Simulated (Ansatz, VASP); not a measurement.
**SrO in two plane-wave programs**

Wanted: the spread between two codes on one cell, functional and k mesh. Other levels of theory on this material are compared in a session of their own.

Method: plane waves, with VASP 6.6.1 beside it; band structure at r2SCAN, in Ansatz 0.2.0.

**1. The structure**

Symmetry: Fm-3m, No. 225, cubic system. Conventional cell: a = 5.161 Å, b = 5.161 Å, c = 5.161 Å, α = 90.00°, β = 90.00°, γ = 90.00°. Sr has 6 O at 2.58 Å nearest. Nearest to O lie 6 Sr at 2.58 Å. Farther neighbours and most contacts between anions are not listed.

Coordinates:

```cif
data_structure
_symmetry_space_group_name_H-M 'Fm-3m'
_symmetry_Int_Tables_number 225
_cell_length_a 5.1613
_cell_length_b 5.1613
_cell_length_c 5.1613
_cell_angle_alpha 90.000
_cell_angle_beta 90.000
_cell_angle_gamma 90.000
_cell_volume 137.49
loop_
_atom_site_label
_atom_site_type_symbol
_atom_site_symmetry_multiplicity
_atom_site_Wyckoff_symbol
_atom_site_fract_x
_atom_site_fract_y
_atom_site_fract_z
_atom_site_occupancy
Sr1 Sr 4 a 0.00000 0.00000 0.00000 1
O1 O 4 b 0.50000 0.00000 0.00000 1
```

**2. Ansatz: band structure, r2SCAN**

Ansatz runs on its default PAW (the set named soft_2) files.

The same path points are solved in both programs, so levels can be compared one by one.

Input file input.yaml:

```yaml
crystal:
  lattice:
    - [0.0, 2.58066, 2.58066]
    - [2.58066, 0.0, 2.58066]
    - [2.58066, 2.58066, 0.0]
  atoms:
    - { symbol: Sr, position: [0.0, 0.0, 0.0] }
    - { symbol: O, position: [0.5, 0.5, 0.5] }
hamiltonian:
  xc: r2scan
  pseudopotentials: { kind: paw }
kpoints:
  mp_grid: { grid: [5, 5, 5] }
  band_path:
    path:
      - [0.0, 0.0, 0.0]
      - [0.16667, 0.0, 0.16667]
      - [0.33333, 0.0, 0.33333]
      - [0.5, 0.0, 0.5]
      - [0.5, 0.08333, 0.58333]
      - [0.5, 0.18333, 0.68333]
      - [0.5, 0.25, 0.75]
      - [0.45, 0.3, 0.75]
      - [0.40833, 0.34167, 0.75]
      - [0.35, 0.35, 0.7]
      - [0.225, 0.225, 0.45]
      - [0.075, 0.075, 0.15]
      - [0.03333, 0.03333, 0.03333]
      - [0.23333, 0.23333, 0.23333]
      - [0.4, 0.4, 0.4]
      - [0.51667, 0.46667, 0.51667]
      - [0.55833, 0.38333, 0.55833]
      - [0.60833, 0.28333, 0.60833]
      - [0.60833, 0.25, 0.64167]
      - [0.55833, 0.25, 0.69167]
      - [0.51667, 0.25, 0.73333]
      - [0.5, 0.3, 0.7]
      - [0.5, 0.38333, 0.61667]
      - [0.5, 0.48333, 0.51667]
      - [0.475, 0.475, 0.55]
      - [0.425, 0.425, 0.65]
      - [0.38333, 0.38333, 0.73333]
      - [0.59167, 0.18333, 0.59167]
      - [0.55, 0.1, 0.55]
      - [0.5, 0.0, 0.5]
    npoints: 1
scf:
  occupations: { method: gaussian, width: 0.02 }
  n_extra_bands: 7
output:
  forces: true
  stress: true
  eigenvalues: true
```

The run is started by

```
$ ansatz run input.yaml --threads 2 --pin off --max-ram 4608MiB --backend cpu --events-out ev --progress --plain --runs-dir out
```

Numbers of over 12 decimals in the logs are rounded to 6 here.

Log:

```text
scf.n_extra_bands = 7 over 8 filled bands (N_el = 16.0): the run solves 15 bands
Engine: ansatz 0.2.0, aarch64-unknown-linux-gnu
Pseudopotentials: kind: paw
Pseudopotential: Sr, paw, valence charge 10, recommended cutoff 500 eV (meta_gga), Sr.paw.azcp
Pseudopotential: O, paw, valence charge 6, recommended cutoff 500 eV (meta_gga), O.paw.azcp
Functional definition: r2SCAN
  parameter k0 = 0.174
  parameter k1 = 0.065
  parameter a1 = 4.9479
  exchange = r2scan_x(k0 = k0, k1 = k1, a1 = a1)
  correlation = r2scan_c
Crystal: 2 atoms, lattice volume = 34.373 Å³
Basis set: ecut = 500 eV, 893 PW (Γ), exchange–correlation on 108×108×108 points (64 copies of the dense FFT grid, shifted against one another)
Bands: 15, of which v1, the nominal top of the filled ones, is band 8 counted from 1 (7 counted from 0)
Symmetry: 48 space group operations
Space group: Fm-3m (ITA 225), of the structure as read, at distance tolerance 3.3e-5 Å
k-points: 10 of 125
Non-local potential: Sr, projectors of the file, l = 0: 3, l = 1: 2, l = 2: 2
Non-local potential: O, projectors of the file, l = 0: 2, l = 1: 2, l = 2: 1
PAW form: soft (Blöchl's): semilocal exchange-correlation on the pseudo side does not see the compensation charge
PAW frozen core: Sr, regenerated for the run's functional (the file was generated under x = pbe(κ = 0.804, μ = 0.219515), c = pbe(β = 0.066725))
PAW frozen core: O, regenerated for the run's functional (the file was generated under x = pbe(κ = 0.804, μ = 0.219515), c = pbe(β = 0.066725))
PAW one-centre angular grid: Sr, 302 points (default); XC on 160 Gauss nodes
PAW one-centre angular grid: O, 302 points (default); XC on 160 Gauss nodes
Initial density: superposition of atomic densities (neutral atoms: chi_scale 0, normalization atom), corrected by the library's trained network
Initial wavefunctions: pseudopotential atomic-orbital guess
Functional: x = r2scan, c = r2scan; τ floored in thin density (d = 2e-4 eV/Å³)
SCF iter   1: F=—  HF=-4126.974984 eV  |F-HF|=—  |Δ(HF+E_count)|=         —  Δρ=8.20e-3  dr2=3.13e-2  dr2_τ=5.54e-2  ethr=1.77e-3  ⟨swp⟩=8.8  Hψ=1114  notcnv=0
preconditioner: auto → none  [insulator: Δε(μ)=4.232 eV  Ē_g=19.331 eV  σ=0.020 eV  W_gap=1.00  n_scr=8 (ndim 8)  ℏωp=23.7 eV  f_vac=0.000  D(μ)=0.00/eV (n_scr^D=0)  ε∞_Penn≈2.5]
SCF iter   2: F=—  HF=-4127.057667 eV  |F-HF|=—  |Δ(HF+E_count)|=   8.27e-2  Δρ=8.25e-3  dr2=1.32e-2  dr2_τ=3.39e-3  ethr=1.95e-4  ⟨swp⟩=2.9  Hψ=379  notcnv=0  defer=14
SCF iter   3: F=—  HF=-4127.055011 eV  |F-HF|=—  |Δ(HF+E_count)|=   2.66e-3  Δρ=2.33e-3  dr2=1.03e-3  dr2_τ=1.13e-4  ethr=8.24e-5  ⟨swp⟩=2.1  Hψ=217  notcnv=0  defer=14
SCF iter   4: F=—  HF=-4127.054956 eV  |F-HF|=—  |Δ(HF+E_count)|=   5.57e-5  Δρ=6.08e-4  dr2=9.91e-5  dr2_τ=1.12e-5  ethr=6.44e-6  ⟨swp⟩=2.8  Hψ=243  notcnv=0  defer=14
SCF iter   5: F=—  HF=-4127.054951 eV  |F-HF|=—  |Δ(HF+E_count)|=   4.38e-6  Δρ=1.26e-4  dr2=4.31e-6  dr2_τ=2.98e-7  ethr=6.19e-7  ⟨swp⟩=2.2  Hψ=172  notcnv=0  defer=14
SCF iter   6: F=—  HF=-4127.054951 eV  |F-HF|=—  |Δ(HF+E_count)|=   4.41e-7  Δρ=2.25e-5  dr2=1.81e-7  dr2_τ=1.99e-8  ethr=2.70e-8  ⟨swp⟩=2.0  Hψ=166  notcnv=0  defer=14
SCF iter   7: F=-4127.054951 eV  HF=-4127.054951 eV  |F-HF|=1.40e-8  |Δ(HF+E_count)|=   1.76e-8  Δρ=7.46e-6  dr2=1.86e-8  dr2_τ=6.93e-10  ethr=6.25e-10  ⟨swp⟩=10.6  Hψ=707  notcnv=0
SCF 1 converged in 7 iterations: F = -4127.054951 eV  dr2 = 1.86e-8
  greatest PAW one-centre occupation: 0.988 electrons in one spin orbital (limit 2), on the Sr atom at site 0 (counted from 0), in its partial waves of l = 0
NSCF: frozen V_eff on 30 k-points
SCF converged after 7 iterations
Free energy (F): -4127.054951 eV
Harris-Foulkes:  -4127.054951 eV  (|F-HF|=1.40e-8)
Internal energy: -4127.054951 eV  (E = F + TS)
E sigma→0 (E₀):  -4127.054951 eV
Fermi energy:    9.480138 eV
--- Per-component energies (eV) ---
  E_band       = -71.697698
  E_kinetic    = 424.200132
  E_local      = -870.066129  (includes V_loc(G=0)·N_el)
  E_nonlocal   = 248.872918
  E_hartree    = 236.698239
  E_xc         = -239.156166
  E_vxc        = -286.616684  (∫ρ·V_xc dr)
  E_paw        = -2875.197697  (= ΣΔE_a)
  E_vpaw       = -77.958760  (= ΣTr[D̂ρ^β])
  E_aug_tail   = 0.001091  (compensation charges beyond the density's cutoff)
  E_vtau       = 16.475614  (kinetic-family band-sum trace: ∫τ·v_τ [+ j·A + Jᵃ·Aᵃ] dr)
  E_ewald      = -1052.229361
  E_core_change = -0.177977  (= ΣΔE_core)
  E_smearing   = -0.000000  (= −TS)
  E_closure    = -0.000000  (closes the sum)
  Σ components = -4127.054951   (vs F -4127.054951, Δ=0.00e0)
--- Forces (eV/Å), atoms counted from 1 ---
  atom   1  Sr    -0.00000000     0.00000000    -0.00000000
  atom   2  O      0.00000000    -0.00000000     0.00000000
  max |Σ_I F_I| component: 3.04e-29 eV/Å
--- Stress (GPa, compression-positive) ---
       -0.077908      -0.000000      -0.000000
        0.000000      -0.077908       0.000000
       -0.000000      -0.000000      -0.077908
  P = ⅓ Tr σ = -0.0779 GPa (-0.779 kbar)
--- Band table (eV; the first three rows and the last of 10) ---
  k-point 0: bands = [... 4 lower, -6.9257, 7.4864, 7.4864, 7.4864, 12.0688, 14.2985, 14.2985, 14.2985, ... 3 higher]
  k-point 1: bands = [... 4 lower, -6.4719, 6.5977, 7.0689, 7.0689, 13.5977, 14.0430, 15.0531, 15.0531, ... 3 higher]
  k-point 2: bands = [... 4 lower, -6.0199, 5.5654, 6.4944, 6.4944, 14.4181, 16.0062, 16.6309, 16.6309, ... 3 higher]
  k-point 9: bands = [... 4 lower, -6.4875, 6.3594, 6.8147, 7.1129, 13.3098, 15.0698, 16.8920, 18.4516, ... 3 higher]
```

Wall time 2.2 s (2 threads of Arm Neoverse V1, shared host); peak memory 0.34 GiB; 3.4 s of CPU time.

Reading the cycles: dr2 is the Hartree energy of the density residual (eV), the measure of convergence; HF is the Harris–Foulkes estimate of the energy, which meets the free energy F at convergence.

**3. VASP: band structure, r2SCAN**

The same cell, functional, mesh and smearing now go to VASP, with its own data sets and cutoff.

Lines of VASP's logs that name or quote its potential files are left out, and so is its time.

Input file INCAR:

```
SYSTEM = SrO
PREC = Accurate
ENCUT = 520
EDIFF = 1E-06
NELM = 100
ISMEAR = 0
SIGMA = 0.02
LREAL = .FALSE.
ALGO = Normal
METAGGA = R2SCAN
LASPH = .TRUE.
NBANDS = 20
LORBIT = 11
LWAVE = .FALSE.
LCHARG = .FALSE.
KPAR = 4
```

Input file POSCAR:

```
SrO
1.0
    0.0000000000      2.5806600000      2.5806600000
    2.5806600000      0.0000000000      2.5806600000
    2.5806600000      2.5806600000      0.0000000000
Sr O
1 1
Direct
    0.0000000000      0.0000000000      0.0000000000
    0.5000000000      0.5000000000      0.5000000000
```

Input file KPOINTS:

```
Automatic mesh
0
Gamma
5 5 5
0 0 0
```

Input file KPOINTS_OPT:

```
Line mode
16
Line-mode
Reciprocal
  0.00000000   0.00000000   0.00000000 GAMMA
  0.50000000   0.00000000   0.50000000 X

  0.50000000   0.00000000   0.50000000 X
  0.50000000   0.25000000   0.75000000 W

  0.50000000   0.25000000   0.75000000 W
  0.37500000   0.37500000   0.75000000 K

  0.37500000   0.37500000   0.75000000 K
  0.00000000   0.00000000   0.00000000 GAMMA

  0.00000000   0.00000000   0.00000000 GAMMA
  0.50000000   0.50000000   0.50000000 L

  0.50000000   0.50000000   0.50000000 L
  0.62500000   0.25000000   0.62500000 U

  0.62500000   0.25000000   0.62500000 U
  0.50000000   0.25000000   0.75000000 W

  0.50000000   0.25000000   0.75000000 W
  0.50000000   0.50000000   0.50000000 L

  0.50000000   0.50000000   0.50000000 L
  0.37500000   0.37500000   0.75000000 K

  0.62500000   0.25000000   0.62500000 U
  0.50000000   0.00000000   0.50000000 X
```

PAW data sets: Sr_sv and O (PBE family, release 64).

The run is started by

```
$ mpirun -np 4 vasp_std
```

Log:

```text
[banner, memory and clock lines left out]
running    4 mpi-ranks, on    1 nodes
 distrk:  each k-point on    1 cores,    4 groups
 distr:  one band on    1 cores,    1 groups

 POSCAR found type information on POSCAR SrO
 POSCAR found :  2 types and       2 ions
|                                                                             |
|               ----> ADVICE to this user running VASP <----                  |
|                                                                             |
|     You enforced a specific xc type in the INCAR file but a different       |
|     [... a line on the potential file left out ...]
|     I HOPE YOU KNOW WHAT YOU ARE DOING!                                     |
|                                                                             |

 LDA part: xc-table for (None), standard interpolation
 POSCAR, INCAR and KPOINTS ok, starting setup
 FFT: planning ... GRIDC
 FFT: planning ... GRID_SOFT
 FFT: planning ... GRID
 WAVECAR not read
 entering main loop
       N       E                     dE             d eps       ncg     rms          rms(c)
DAV:   1     0.484598983880E+02    0.48460E+02   -0.80895E+03   400   0.808E+02
DAV:   2    -0.312326554924E+02   -0.79693E+02   -0.75053E+02   504   0.199E+02
DAV:   3    -0.346726690157E+02   -0.34400E+01   -0.33960E+01   548   0.319E+01
DAV:   4    -0.347182651696E+02   -0.45596E-01   -0.45583E-01   488   0.336E+00
DAV:   5    -0.347192282257E+02   -0.96306E-03   -0.96304E-03   512   0.370E-01    0.157E+01
DAV:   6    -0.269112969681E+02    0.78079E+01   -0.28165E+00   556   0.126E+01    0.146E+01
DAV:   7    -0.270415936008E+02   -0.13030E+00   -0.16767E-01   456   0.295E+00    0.847E+00
DAV:   8    -0.270604521894E+02   -0.18859E-01   -0.88552E-02   404   0.244E+00    0.693E-01
DAV:   9    -0.270558599231E+02    0.45923E-02   -0.12758E-02   456   0.109E+00    0.280E-01
DAV:  10    -0.270552209107E+02    0.63901E-03   -0.15522E-03   444   0.376E-01    0.127E-01
DAV:  11    -0.270554075155E+02   -0.18660E-03   -0.48162E-04   436   0.166E-01    0.954E-02
DAV:  12    -0.270554052469E+02    0.22686E-05   -0.20391E-05   460   0.314E-02    0.224E-02
DAV:  13    -0.270554042220E+02    0.10249E-05   -0.15585E-06   572   0.117E-02    0.107E-02
DAV:  14    -0.270554037295E+02    0.49246E-06   -0.31353E-07   232   0.392E-03
   1 F= -.27055404E+02 E0= -.27055404E+02  d E =-.440529E-23
 Start KPOINTS_OPT (optional k-point list driver)
k-point batch [1-10\160]
       N       E                     dE             ncg
DAV:   1    -0.835605257065E+03   -0.22425E+04      400
DAV:   2    -0.165116231433E+04   -0.81556E+03      472
DAV:   3    -0.167958746781E+04   -0.28425E+02      528
DAV:   4    -0.168020792607E+04   -0.62046E+00      540
DAV:   5    -0.168021789671E+04   -0.99706E-02      492
DAV:   6    -0.168021820192E+04   -0.30520E-03      524
DAV:   7    -0.168021821142E+04   -0.95011E-05      448
DAV:   8    -0.168021821171E+04   -0.29125E-06      368
[...]
k-point batch [151-160\160]
       N       E                     dE             ncg
DAV:   1    -0.873482228057E+03   -0.75037E+04      400
DAV:   2    -0.167483043221E+04   -0.80135E+03      512
DAV:   3    -0.170131174637E+04   -0.26481E+02      556
DAV:   4    -0.170161911375E+04   -0.30737E+00      472
DAV:   5    -0.170162247984E+04   -0.33661E-02      516
DAV:   6    -0.170162254722E+04   -0.67380E-04      468
DAV:   7    -0.170162254878E+04   -0.15592E-05      468
DAV:   8    -0.170162254881E+04   -0.32484E-07      284
```

From OUTCAR (step 3):

```text
ion  position               nearest neighbor table
   1  0.000  0.000  0.000-   2 2.58   2 2.58   2 2.58   2 2.58   2 2.58   2 2.58
   2  0.500  0.500  0.500-   1 2.58   1 2.58   1 2.58   1 2.58   1 2.58   1 2.58

  LATTYP: Found a face centered cubic cell.
 ALAT       =     5.1613200000

 Subroutine GETGRP returns: Found 48 space group operations
 (whereof 48 operations were pure point group operations)

The static configuration has the point symmetry O_h .

 Found     10 irreducible k-points:

   k-points           NKPTS =     10   k-points in BZ     NKDIM =     10   number of bands    NBANDS=     20

   dimension x,y,z NGX =    28 NGY =   28 NGZ =   28
   dimension x,y,z NGXF=    56 NGYF=   56 NGZF=   56

   ENCUT  =  520.0 eV  38.22 Ry    6.18 a.u.   6.79  6.79  6.79*2*pi/ulx,y,z

   NELECT =      16.0000    total number of electrons

 k-points in reciprocal lattice and weights: Automatic mesh
   0.00000000  0.00000000  0.00000000       0.008
   0.20000000  0.00000000  0.00000000       0.064
   0.40000000  0.00000000  0.00000000       0.064
   0.20000000  0.20000000  0.00000000       0.048
   0.40000000  0.20000000  0.00000000       0.192
  -0.40000000  0.20000000  0.00000000       0.192
  -0.20000000  0.20000000  0.00000000       0.096
   0.40000000  0.40000000  0.00000000       0.048
  -0.40000000  0.40000000  0.00000000       0.096
  -0.40000000  0.40000000  0.20000000       0.192

 average (electrostatic) potential at core
       1 -41.1340       2 -74.3968

 E-fermi :   1.4258

 k-point     1 :       0.0000    0.0000    0.0000
  band No.  band energies     occupation
    ...
      4     -13.2575      2.00000
      5     -13.2575      2.00000
      6       1.2907      2.00000
      7       1.2907      2.00000
      8       1.2907      2.00000
      9       5.8655      0.00000
     10       8.0417      0.00000
     11       8.0417      0.00000
     12       8.0417      0.00000
     13      10.3373      0.00000
    ...

 k-point     2 :       0.2000    0.0000    0.0000
  band No.  band energies     occupation
    ...
      4     -13.2837      2.00000
      5     -12.7752      2.00000
      6       0.3930      2.00000
      7       0.8618      2.00000
      8       0.8618      2.00000
      9       7.3929      0.00000
     10       7.8117      0.00000
     11       8.8025      0.00000
     12       8.8025      0.00000
     13      11.3053      0.00000
    ...

 k-point     3 :       0.4000    0.0000    0.0000
  band No.  band energies     occupation
    ...
      4     -13.3252      2.00000
      5     -12.3069      2.00000
      6      -0.6518      2.00000
      7       0.2740      2.00000
      8       0.2740      2.00000
      9       8.1880      0.00000
     10       9.8309      0.00000
     11      10.3765      0.00000
     12      10.3765      0.00000
     13      13.2736      0.00000
    ...

  Total        0.0958160      0.0958160      0.0958160      0.0000000      0.0000000     -0.0000000
  in kB        4.4660751      4.4660751      4.4660751      0.0000000      0.0000000     -0.0000000
  external PRESSURE =       4.4660751 kB  Pullay stress =       0.0000000 kB

  energy-cutoff  :      520.00
  volume of cell :       34.37
      direct lattice vectors                 reciprocal lattice vectors
     0.000000000  2.580660000  2.580660000    -0.193748886  0.193748886  0.193748886
     2.580660000  0.000000000  2.580660000     0.193748886 -0.193748886  0.193748886
     2.580660000  2.580660000  0.000000000     0.193748886  0.193748886 -0.193748886

 POSITION                                       TOTAL-FORCE (eV/Angst)
 -----------------------------------------------------------------------------------
      0.00000      0.00000      0.00000        -0.000000     -0.000000      0.000000
      2.58066      2.58066      2.58066         0.000000      0.000000     -0.000000
 -----------------------------------------------------------------------------------
    total drift:                                0.000000      0.000000      0.000000

  FREE ENERGIE OF THE ION-ELECTRON SYSTEM (eV)
  ---------------------------------------------------
  free  energy   TOTEN  =       -27.0554037295 eV

  energy  without entropy=      -27.0554037295  energy(sigma->0) =      -27.05540373

 total charge
# of ion       s       p       d       tot
------------------------------------------
    1        2.014   5.901   0.235   8.151
    2        1.554   3.447   0.000   5.001
--------------------------------------------------
tot          3.569   9.348   0.235  13.152

[... 3 further parts left out ...]
```

The run ends at a pressure of 0.45 GPa.

**4. Comparison**

Known differences besides the potentials themselves: VASP keeps PBE cores, Ansatz makes them for the functional; the cutoff is 500 eV in Ansatz and 520 eV in VASP. Total energies have different zeros and are not compared.

Both answers:

```
                     quantity  Ansatz   VASP  difference
               pressure (GPa)   -0.08   0.45       -0.52
gap over the path points (eV)   3.799  3.747      +0.052
```

Levels at points of the path, from each program's valence-band top (eV; 3 filled, then empty):

```
k (reciprocal lattice)                             Ansatz                               VASP
     0.000 0.000 0.000      0.00 0.00 0.00 4.58 6.81 6.81      0.00 0.00 0.00 4.58 6.75 6.75
     0.167 0.000 0.167   -1.01 -0.10 -0.10 5.70 5.75 7.93   -1.03 -0.10 -0.10 5.66 5.73 7.88
     0.333 0.000 0.333  -1.07 -0.13 -0.13 4.32 7.47 10.34  -1.10 -0.14 -0.14 4.27 7.45 10.28
     0.500 0.000 0.500  -0.42 -0.08 -0.08 3.80 8.49 10.94  -0.45 -0.09 -0.09 3.75 8.43 10.84
     0.500 0.083 0.583   -0.43 -0.35 -0.16 4.17 8.74 9.73   -0.46 -0.36 -0.18 4.13 8.68 9.73
     0.500 0.183 0.683   -0.93 -0.44 -0.34 5.42 7.81 9.20   -0.94 -0.47 -0.36 5.38 7.79 9.13
     0.500 0.250 0.750   -1.08 -0.41 -0.41 6.55 6.55 9.30   -1.10 -0.44 -0.44 6.52 6.52 9.24
     0.450 0.300 0.750   -1.03 -0.44 -0.44 5.78 7.50 9.33   -1.05 -0.47 -0.46 5.75 7.47 9.27
     0.408 0.342 0.750   -0.94 -0.51 -0.45 5.40 8.21 9.39   -0.96 -0.53 -0.48 5.36 8.19 9.33
     0.350 0.350 0.700   -1.13 -0.68 -0.46 5.84 8.01 9.59   -1.15 -0.70 -0.49 5.81 7.99 9.53
```

Among the levels compared at these points, filled levels agree within 31 meV and empty ones within 94 meV.

**5. What came out**

* difference in gap over the path points (band structure, r2SCAN): 0.052 eV
* difference in pressure (band structure, r2SCAN): -0.52 GPa

**Reading.** The difference in gap over the path points is 0.052 eV (band structure, r2SCAN), within the 0.08 eV picked in this series as the mark of a large difference. 4 further runs of this series are not shown here. How closely two codes agree says nothing of how well the functional describes the real material.

[Lines on the potential files, build, host, timing and source positions are cut from VASP's logs without a mark.]

[Logs are printed without paths, hosts, clocks, repeated set-up lines and the standing remarks that a program may print on its own settings, such as how far it seeks lower states.]

[Hosts, paths, dates, database ids (printed as entryN), source tags and the programs' standing remarks are cut or masked in the printed files.]
